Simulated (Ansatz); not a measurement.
# CoO (R3m) in Ansatz: notebook

Runs on CoO. Level: PBEsol. Tasks: single point, equation of state.

All numbers are computed with Ansatz 0.2.0; they aren't measurements. Logs are shortened: lines on timing, memory, paths and dates and some standing lists are left out, and cuts for length are marked.

## Step 1: The crystal as given

Symmetry: R3m, No. 160, trigonal system. The conventional cell has a = 3.204 Å, b = 3.204 Å, c = 7.699 Å, α = 90.00°, β = 90.00°, γ = 120.00°. Co (site symmetry 3m) has 4 O at 1.91 to 1.96 Å as nearest neighbours. Around O (site symmetry 3m) lie 4 Co at 1.91 to 1.96 Å.

Measurements of this composition are mostly on another form, of space group No. 225.

## Step 2: Single point, PBEsol, collinear spin, ferromagnetic start, 10.73 Å³/atom (volume scaled by 0.94)

File input.yaml:

```yaml
crystal:
  lattice:
    - [1.5695123, 0.9061583489, 2.5140792326]
    - [-1.5695123, 0.9061583489, 2.5140792326]
    - [0.0, -1.8123166978, 2.5140792326]
  atoms:
    - { symbol: Co, position: [0.99897832, 0.99897832, 0.99897832], spin: 2.0 }
    - { symbol: O, position: [0.75102103, 0.75102103, 0.75102103] }
hamiltonian:
  xc: pbesol
  pseudopotentials: { kind: paw }
magnetization:
  spin_polarized: true
kpoints:
  mp_grid: { grid: [10, 10, 10] }
scf:
  occupations: { method: fermi_dirac, width: 0.05 }
output:
  forces: true
  stress: true
  eigenvalues: true
  write_density: true
  write_potential: true
  elf: true
  volumetric_format: npy
```

Potentials or basis: Ansatz PAW.

On the command line:

```sh
$ ansatz run input.yaml --threads 2 --pin off --max-ram 5632MiB --backend cpu --events-out ev --progress --plain --runs-dir out
```

The log of the run:

```text
Warning: RAYON_NUM_THREADS=2 ignored (pool sized by the plan → 2); use --threads N
Engine: ansatz 0.2.0, aarch64-unknown-linux-gnu
Pseudopotentials: kind: paw
Pseudopotential: Co, paw, valence charge 17, recommended cutoff 420 eV (normal), Co.paw.azcp
Pseudopotential: O, paw, valence charge 6, recommended cutoff 420 eV (normal), O.paw.azcp
Functional definition: PBEsol
  exchange = pbesol_x
  correlation = pbesol_c
Crystal: 2 atoms, lattice volume = 21.454 Å³
Basis set: ecut = 420 eV, 411 PW (Γ), exchange–correlation on 48×48×48 points (8 copies of the dense FFT grid, shifted against one another)
Bands: 17, of which v1, the nominal top of the filled ones, is band 12 counted from 1 (11 counted from 0)
Symmetry: 6 space group operations
Space group: R3m (ITA 160), of the structure as read, at distance tolerance 2.8e-5 Å
Magnetic group: BNS 160.65 (UNI 1295), of the structure as read, at distance tolerance 2.8e-5 Å
k-points: 116 of 1000 (time reversal used)
Non-local potential: Co, projectors of the file, l = 0: 3, l = 1: 2, l = 2: 3, l = 3: 1
Non-local potential: O, projectors of the file, l = 0: 2, l = 1: 2, l = 2: 1
PAW form: soft (Blöchl's): semilocal exchange-correlation on the pseudo side does not see the compensation charge
PAW frozen core: Co, regenerated for the run's functional, and the local potential with it (the file was generated under x = pbe(κ = 0.804, μ = 0.2195149727645171), c = pbe(β = 0.06672455060314922))
PAW frozen core: O, regenerated for the run's functional, and the local potential with it (the file was generated under x = pbe(κ = 0.804, μ = 0.2195149727645171), c = pbe(β = 0.06672455060314922))
PAW one-centre angular grid: Co, 590 points (default); XC on 64 Gauss nodes
PAW one-centre angular grid: O, 110 points (default); XC on 64 Gauss nodes
Initial density: superposition of atomic densities (chi_scale 0.1, normalization cell, long waves kept (reshape's long-wave potential 0.00 eV rms))
Starting moments: Σ|m| = 2 μB on 1 of 2 sites
Initial wavefunctions: pseudopotential atomic-orbital guess
Functional: x = pbesol(κ = 0.804, μ = 0.12345679012345678), c = pbesol(β = 0.046)
SCF iter   1: F=—  HF=-5651.254813 eV  |F-HF|=—  |Δ(HF+E_count)|=         —  Δρ=9.31e-2 (↑7.21e-2 ↓9.31e-2)  dr2=4.19e0  dr2_m=7.26e-2  M=1.892 μB ∫|m|=1.893 μB  β_m=0.30  ethr=3.10e-3  ⟨swp⟩=5.6  Hψ=17795  notcnv=0
Mixer restart at iter 1: flushing history
preconditioner: auto → none  [metal: Δε(μ)=0.008 eV  Ē_g=13.233 eV  σ=0.050 eV  W_gap=0.04  n_scr=8 (ndim 8)  ℏωp=31.0 eV  f_vac=0.000  D(μ)=2.48/eV (n_scr^D=26)  sad-step TF]
SCF iter   2: F=—  HF=-5652.081754 eV  |F-HF|=—  |Δ(HF+E_count)|=   8.27e-1  Δρ=4.85e-2 (↑4.85e-2 ↓4.05e-2)  dr2=7.34e-1  dr2_m=1.92e-1  M=2.211 μB ∫|m|=2.214 μB  β_m=0.38  ethr=3.10e-3  ⟨swp⟩=3.0  Hψ=9611  notcnv=0  defer=66
SCF iter   3: F=—  HF=-5652.455934 eV  |F-HF|=—  |Δ(HF+E_count)|=   3.74e-1  Δρ=3.06e-2 (↑2.09e-2 ↓3.06e-2)  dr2=9.06e-2  dr2_m=8.96e-2  M=2.293 μB ∫|m|=2.297 μB  β_m=0.58  ethr=3.10e-3  ⟨swp⟩=2.0  Hψ=6921  notcnv=0  defer=86
SCF iter   4: F=—  HF=-5652.550796 eV  |F-HF|=—  |Δ(HF+E_count)|=         —  Δρ=1.05e-2 (↑1.05e-2 ↓7.81e-3)  dr2=5.92e-3  dr2_m=1.49e-2  M=2.343 μB ∫|m|=2.350 μB  β_m=0.58  ethr=3.94e-4  ⟨swp⟩=2.6  Hψ=7544  notcnv=0  defer=100
Mixer restart at iter 4: flushing history
SCF iter   5: F=—  HF=-5652.569000 eV  |F-HF|=—  |Δ(HF+E_count)|=   1.82e-2  Δρ=9.72e-3 (↑3.94e-3 ↓9.72e-3)  dr2=9.88e-3  dr2_m=5.96e-3  M=2.364 μB ∫|m|=2.372 μB  β_m=0.76  ethr=2.57e-5  ⟨swp⟩=2.2  Hψ=8742  notcnv=0  defer=110
SCF iter   6: F=—  HF=-5652.577125 eV  |F-HF|=—  |Δ(HF+E_count)|=   8.13e-3  Δρ=8.54e-3 (↑8.54e-3 ↓6.16e-3)  dr2=2.49e-2  dr2_m=1.20e-3  M=2.370 μB ∫|m|=2.377 μB  β_m=0.61  ethr=2.57e-5  ⟨swp⟩=2.0  Hψ=7782  notcnv=0  defer=110
SCF iter   7: F=—  HF=-5652.571547 eV  |F-HF|=—  |Δ(HF+E_count)|=   5.58e-3  Δρ=1.65e-3 (↑1.65e-3 ↓1.18e-3)  dr2=1.59e-4  dr2_m=3.53e-4  M=2.393 μB ∫|m|=2.401 μB  β_m=0.65  ethr=2.57e-5  ⟨swp⟩=2.0  Hψ=9590  notcnv=0  defer=128
SCF iter   8: F=—  HF=-5652.571380 eV  |F-HF|=—  |Δ(HF+E_count)|=   1.67e-4  Δρ=6.47e-4 (↑6.47e-4 ↓5.15e-4)  dr2=1.20e-4  dr2_m=1.77e-5  M=2.394 μB ∫|m|=2.402 μB  β_m=0.69  ethr=6.90e-7  ⟨swp⟩=2.1  Hψ=5765  notcnv=0  defer=128
SCF iter   9: F=—  HF=-5652.571502 eV  |F-HF|=—  |Δ(HF+E_count)|=   1.22e-4  Δρ=2.13e-4 (↑2.13e-4 ↓1.51e-4)  dr2=1.12e-5  dr2_m=6.83e-7  M=2.394 μB ∫|m|=2.402 μB  β_m=0.78  ethr=5.21e-7  ⟨swp⟩=2.0  Hψ=5255  notcnv=0  defer=128
SCF iter  10: F=—  HF=-5652.571526 eV  |F-HF|=—  |Δ(HF+E_count)|=   2.44e-5  Δρ=3.48e-5 (↑3.03e-5 ↓3.48e-5)  dr2=6.62e-8  dr2_m=1.90e-7  M=2.394 μB ∫|m|=2.402 μB  β_m=0.89  ethr=4.85e-8  ⟨swp⟩=2.2  Hψ=5773  notcnv=0  defer=128
SCF iter  11: F=—  HF=-5652.571527 eV  |F-HF|=—  |Δ(HF+E_count)|=   2.10e-7  Δρ=1.74e-5 (↑7.60e-6 ↓1.74e-5)  dr2=2.37e-8  dr2_m=2.82e-8  M=2.395 μB ∫|m|=2.402 μB  β_m=0.94  ethr=2.88e-10  ⟨swp⟩=2.1  Hψ=6543  notcnv=0  defer=128
SCF iter  12: F=-5652.571527 eV  HF=-5652.571527 eV  |F-HF|=1.58e-10  |Δ(HF+E_count)|=  7.96e-10  Δρ=1.15e-6 (↑4.89e-7 ↓1.15e-6)  dr2=2.38e-10  dr2_m=4.02e-11  M=2.395 μB ∫|m|=2.403 μB  ethr=1.03e-10  ⟨swp⟩=6.9  Hψ=21326  notcnv=0
SCF 1 converged in 12 iterations: F = -5652.571527 eV  dr2 = 2.38e-10
SCF converged after 12 iterations
Magnetization: 2.3945 μB (12.6973 up, 10.3027 down)
Absolute magnetization: 2.4025 μB (∫|ρ↑−ρ↓|, with the PAW one-centre terms)
Spin contamination: 0.0141 ħ² per cell (⟨S²⟩ above its minimum at these occupations)
Per-site moments (μB) at R_I (Å): [(1.923075105568075, 0.7714380382839596), (0.24851175229692707, 0.7714380382839596)]
Free energy (F): -5652.571527 eV
Harris-Foulkes:  -5652.571527 eV  (|F-HF|=1.58e-10)
Internal energy: -5652.548754 eV  (E = F + TS)
E sigma→0 (E₀):  -5652.560141 eV
Entropy (-TS):   -0.022772 eV (-11.386 meV/atom)
Fermi energy:    11.955911 eV
--- Per-component energies (eV) ---
  E_band       = -349.607413
  E_kinetic    = 620.528972
  E_local      = -3782.412506  (includes V_loc(G=0)·N_el)
  E_nonlocal   = 513.387126
  E_hartree    = 1558.974157
  E_xc         = -226.978686
  E_vxc        = -293.251249  (∫ρ·V_xc dr)
  E_paw        = -1637.476039  (= ΣΔE_a)
  E_vpaw       = -525.810779  (= ΣTr[D̂ρ^β])
  E_aug_tail   = 0.002416  (compensation charges beyond the density's cutoff)
  E_ewald      = -2698.797902
  E_core_change = 0.223707  (= ΣΔE_core)
  E_smearing   = -0.022772  (= −TS)
  E_closure    = 0.000000  (closes the sum)
  Σ components = -5652.571527   (vs F -5652.571527, Δ=0.00e0)
--- Forces (eV/Å), atoms counted from 1 ---
  atom   1  Co    -0.00000000     0.00000000     0.28356626
  atom   2  O     -0.00000000    -0.00000000    -0.28357141
  max |Σ_I F_I| component: 5.15e-6 eV/Å
--- Stress (GPa, compression-positive) ---
       -3.988338       0.000000      -0.000000
        0.000000      -3.988338       0.000000
       -0.000000      -0.000000       1.891860
  P = ⅓ Tr σ = -2.0283 GPa (-20.283 kbar)
--- Band table (eV; the first three rows and the last of 232) ---
  k-point 0 ↑: bands = ["-84.1099", "-47.5465", "-47.5145", "-47.5145", "-8.5786", "5.3591", "5.4113", "5.4113", "9.8032", "9.8032", "12.1231", "12.5090", "12.5090", "12.6763", "26.2685", "26.2685", "26.8777"]
  k-point 1 ↑: bands = ["-84.1097", "-47.5474", "-47.5170", "-47.5149", "-8.5125", "5.2385", "5.4088", "5.4484", "9.7777", "9.7805", "11.9602", "12.4541", "12.5836", "12.9034", "25.2896", "26.3743", "26.9137"]
  k-point 2 ↑: bands = ["-84.1091", "-47.5498", "-47.5230", "-47.5159", "-8.3367", "4.8958", "5.5114", "5.5424", "9.7380", "9.7460", "11.3787", "12.2896", "12.4011", "13.9806", "23.3564", "26.4829", "26.9469"]
  k-point 115 ↓: bands = ["-81.6526", "-45.1962", "-45.1154", "-45.1154", "-7.3424", "4.8664", "6.7052", "6.7052", "11.6479", "11.6479", "11.8022", "13.4729", "13.4729", "18.1670", "20.0722", "26.2645", "26.2645"]
```

Wall time 10 s (2 threads of Arm Neoverse V1, shared host); peak memory 0.38 GiB.

Results:

- Free energy: -5652.5715 eV
- Pressure: -2.0 GPa
- Largest force: 0.284 eV/Å
- Band gap on the k mesh: none (metal or under the smearing width)
- Net moment: 2.39 μB per cell
- Absolute moment: 2.40 μB per cell
- Site moments: Co +1.92; O +0.25 μB

Caveat: the pressure holds a Pulay correction of +0.7 GPa for the finite cutoff; a cell with one magnetic atom can't hold antiferromagnetic order, which such compounds often take; semilocal functionals often make such compounds metallic where correlation or magnetic order opens a gap, which also shifts bond lengths; the PAW data sets come from PBE, with cores solved anew for the run's functional, which leaves a small shift of forces and pressure.

## Step 3: Single point, PBEsol, collinear spin, ferromagnetic start, 10.96 Å³/atom (volume scaled by 0.96)

Edit input.yaml of step 2 so:

```diff
@@ -2,5 +2,5 @@
   lattice:
-    - [1.5695123, 0.9061583489, 2.5140792326]
-    - [-1.5695123, 0.9061583489, 2.5140792326]
-    - [0.0, -1.8123166978, 2.5140792326]
+    - [1.5805655677, 0.912539956, 2.5317845992]
+    - [-1.5805655677, 0.912539956, 2.5317845992]
+    - [0.0, -1.825079912, 2.5317845992]
   atoms:
@@ -21,5 +21 @@
   eigenvalues: true
-  write_density: true
-  write_potential: true
-  elf: true
-  volumetric_format: npy
```

Potentials or basis: Ansatz PAW.

On the command line:

```sh
$ ansatz run input.yaml --threads 2 --pin off --max-ram 5632MiB --backend cpu --events-out ev --progress --plain --runs-dir out
```

Wall time 8.7 s (2 threads of Arm Neoverse V1, shared host); peak memory 0.37 GiB.

Results (log left out):

- Free energy: -5652.5631 eV
- Pressure: -3.9 GPa
- Largest force: 0.253 eV/Å
- Band gap on the k mesh: none (metal or under the smearing width)
- Net moment: 2.56 μB per cell
- Absolute moment: 2.57 μB per cell
- Site moments: Co +2.05; O +0.28 μB

Caveat: the pressure holds a Pulay correction of +0.7 GPa for the finite cutoff; a cell with one magnetic atom can't hold antiferromagnetic order, which such compounds often take; semilocal functionals often make such compounds metallic where correlation or magnetic order opens a gap, which also shifts bond lengths; the PAW data sets come from PBE, with cores solved anew for the run's functional, which leaves a small shift of forces and pressure.

## Step 4: Single point, PBEsol, collinear spin, ferromagnetic start, 11.18 Å³/atom (volume scaled by 0.98)

Edit input.yaml of step 3 so:

```diff
@@ -2,5 +2,5 @@
   lattice:
-    - [1.5805655677, 0.912539956, 2.5317845992]
-    - [-1.5805655677, 0.912539956, 2.5317845992]
-    - [0.0, -1.825079912, 2.5317845992]
+    - [1.5914663644, 0.9188335339, 2.5492457344]
+    - [-1.5914663644, 0.9188335339, 2.5492457344]
+    - [0.0, -1.8376670678, 2.5492457344]
   atoms:
@@ -21 +21,5 @@
   eigenvalues: true
+  write_density: true
+  write_potential: true
+  elf: true
+  volumetric_format: npy
```

On the command line:

```sh
$ ansatz run input.yaml --threads 2 --pin off --max-ram 5632MiB --backend cpu --events-out ev --progress --plain --runs-dir out
```

It took 11 s on 2 threads of Arm Neoverse V1, shared host; peak memory 0.38 GiB.

It converged, with:

| Item | Value |
| --- | --- |
| Free energy | -5652.5492 eV |
| Pressure | -5.9 GPa |
| Largest force | 0.233 eV/Å |
| Band gap on the k mesh | none (metal or under the smearing width) |
| Net moment | 2.69 μB per cell |
| Absolute moment | 2.70 μB per cell |
| Site moments | Co +2.15; O +0.30 μB |

Caveat: the pressure holds a Pulay correction of +0.7 GPa for the finite cutoff; a cell with one magnetic atom can't hold antiferromagnetic order, which such compounds often take; semilocal functionals often make such compounds metallic where correlation or magnetic order opens a gap, which also shifts bond lengths; the PAW data sets come from PBE, with cores solved anew for the run's functional, which leaves a small shift of forces and pressure.

## Step 5: Single point, PBEsol, collinear spin, ferromagnetic start, 11.41 Å³/atom

Edit input.yaml of step 4 so:

```diff
@@ -2,5 +2,5 @@
   lattice:
-    - [1.5914663644, 0.9188335339, 2.5492457344]
-    - [-1.5914663644, 0.9188335339, 2.5492457344]
-    - [0.0, -1.8376670678, 2.5492457344]
+    - [1.6022198417, 0.9250420569, 2.5664708903]
+    - [-1.6022198417, 0.9250420569, 2.5664708903]
+    - [0.0, -1.8500841138, 2.5664708903]
   atoms:
@@ -21,5 +21 @@
   eigenvalues: true
-  write_density: true
-  write_potential: true
-  elf: true
-  volumetric_format: npy
```

On the command line:

```sh
$ ansatz run input.yaml --threads 2 --pin off --max-ram 5632MiB --backend cpu --events-out ev --progress --plain --runs-dir out
```

It took 9.4 s on 2 threads of Arm Neoverse V1, shared host; peak memory 0.38 GiB.

The run converged. Its results:

```yaml
Free_energy: -5652.5296 eV
Pressure: -7.9 GPa
Largest_force: 0.215 eV/Å
Band_gap_on_the_k_mesh: none (metal or under the smearing width)
Net_moment: 2.79 μB per cell
Absolute_moment: 2.79 μB per cell
Site_moments: Co +2.22; O +0.32 μB
```

Caveat: the pressure holds a Pulay correction of +0.7 GPa for the finite cutoff; a cell with one magnetic atom can't hold antiferromagnetic order, which such compounds often take; semilocal functionals often make such compounds metallic where correlation or magnetic order opens a gap, which also shifts bond lengths; the PAW data sets come from PBE, with cores solved anew for the run's functional, which leaves a small shift of forces and pressure.

## Step 6: Single point, PBEsol, collinear spin, ferromagnetic start, 11.64 Å³/atom (volume scaled by 1.02)

Edit input.yaml of step 5 so:

```diff
@@ -2,5 +2,5 @@
   lattice:
-    - [1.6022198417, 0.9250420569, 2.5664708903]
-    - [-1.6022198417, 0.9250420569, 2.5664708903]
-    - [0.0, -1.8500841138, 2.5664708903]
+    - [1.6128308784, 0.9311683418, 2.5834678816]
+    - [-1.6128308784, 0.9311683418, 2.5834678816]
+    - [0.0, -1.8623366835, 2.5834678816]
   atoms:
```

Potentials or basis: Ansatz PAW.

On the command line:

```sh
$ ansatz run input.yaml --threads 2 --pin off --max-ram 5632MiB --backend cpu --events-out ev --progress --plain --runs-dir out
```

It took 9.6 s on 2 threads of Arm Neoverse V1, shared host; peak memory 0.38 GiB.

It converged, with:

- Free energy: -5652.5041 eV
- Pressure: -9.9 GPa
- Largest force: 0.198 eV/Å
- Band gap on the k mesh: none (metal or under the smearing width)
- Net moment: 2.85 μB per cell
- Absolute moment: 2.86 μB per cell
- Site moments: Co +2.28; O +0.33 μB

Caveat: the pressure holds a Pulay correction of +0.7 GPa for the finite cutoff; a cell with one magnetic atom can't hold antiferromagnetic order, which such compounds often take; semilocal functionals often make such compounds metallic where correlation or magnetic order opens a gap, which also shifts bond lengths; the PAW data sets come from PBE, with cores solved anew for the run's functional, which leaves a small shift of forces and pressure.

## Step 7: Single point, PBEsol, collinear spin, ferromagnetic start, 11.87 Å³/atom (volume scaled by 1.04)

Edit input.yaml of step 6 so:

```diff
@@ -2,5 +2,5 @@
   lattice:
-    - [1.6128308784, 0.9311683418, 2.5834678816]
-    - [-1.6128308784, 0.9311683418, 2.5834678816]
-    - [0.0, -1.8623366835, 2.5834678816]
+    - [1.6233040996, 0.9372150589, 2.6002441171]
+    - [-1.6233040996, 0.9372150589, 2.6002441171]
+    - [0.0, -1.8744301178, 2.6002441171]
   atoms:
```

On the command line:

```sh
$ ansatz run input.yaml --threads 2 --pin off --max-ram 5632MiB --backend cpu --events-out ev --progress --plain --runs-dir out
```

It took 8.9 s on 2 threads of Arm Neoverse V1, shared host; peak memory 0.38 GiB.

The run converged. Its results:

| Item | Value |
| --- | --- |
| Free energy | -5652.4730 eV |
| Pressure | -11.9 GPa |
| Largest force | 0.183 eV/Å |
| Band gap on the k mesh | none (metal or under the smearing width) |
| Net moment | 2.90 μB per cell |
| Absolute moment | 2.91 μB per cell |
| Site moments | Co +2.32; O +0.34 μB |

Caveat: the pressure holds a Pulay correction of +0.7 GPa for the finite cutoff; a cell with one magnetic atom can't hold antiferromagnetic order, which such compounds often take; semilocal functionals often make such compounds metallic where correlation or magnetic order opens a gap, which also shifts bond lengths; the PAW data sets come from PBE, with cores solved anew for the run's functional, which leaves a small shift of forces and pressure.

## Step 8: Single point, PBEsol, collinear spin, ferromagnetic start, 12.10 Å³/atom (volume scaled by 1.06)

Edit input.yaml of step 7 so:

```diff
@@ -2,5 +2,5 @@
   lattice:
-    - [1.6233040996, 0.9372150589, 2.6002441171]
-    - [-1.6233040996, 0.9372150589, 2.6002441171]
-    - [0.0, -1.8744301178, 2.6002441171]
+    - [1.6336438949, 0.9431847425, 2.6168066281]
+    - [-1.6336438949, 0.9431847425, 2.6168066281]
+    - [0.0, -1.886369485, 2.6168066281]
   atoms:
@@ -21 +21,5 @@
   eigenvalues: true
+  write_density: true
+  write_potential: true
+  elf: true
+  volumetric_format: npy
```

On the command line:

```sh
$ ansatz run input.yaml --threads 2 --pin off --max-ram 5632MiB --backend cpu --events-out ev --progress --plain --runs-dir out
```

Run time: 11 s. Hardware: 2 threads of Arm Neoverse V1, shared host; peak memory 0.39 GiB.

The run converged. Its results:

- Free energy: -5652.4365 eV
- Pressure: -13.7 GPa
- Largest force: 0.166 eV/Å
- Band gap on the k mesh: none (metal or under the smearing width)
- Net moment: 2.94 μB per cell
- Absolute moment: 2.94 μB per cell
- Site moments: Co +2.35; O +0.35 μB

Caveat: the pressure holds a Pulay correction of +0.7 GPa for the finite cutoff; a cell with one magnetic atom can't hold antiferromagnetic order, which such compounds often take; semilocal functionals often make such compounds metallic where correlation or magnetic order opens a gap, which also shifts bond lengths; the PAW data sets come from PBE, with cores solved anew for the run's functional, which leaves a small shift of forces and pressure.

## Step 9: Equation of state, PBEsol, collinear spin, ferromagnetic start

Potentials or basis: Ansatz PAW.

No new run: the results of the series are fitted here.

Results:

```yaml
Equilibrium_volume: "10.49 Å³/atom (rough: see the caveat)"
Bulk_modulus_at_fixed_shape_and_positions: 85 GPa (rough)
```

Energy against volume, from the lowest point:
| volume (Å³/atom) | energy (meV/atom) |
| --- | --- |
| 10.727 | 0.00 |
| 10.955 | 4.22 |
| 11.183 | 11.15 |
| 11.411 | 20.98 |
| 11.640 | 33.72 |
| 11.868 | 49.24 |
| 12.096 | 67.49 |

Caveat: the fit is doubtful: noisy points or a state that changes with volume; the minimum lies outside the volumes run; the cell was scaled at fixed shape and fractional positions, which overstates the stiffness of a crystal with free parameters, most of all of layers and chains.
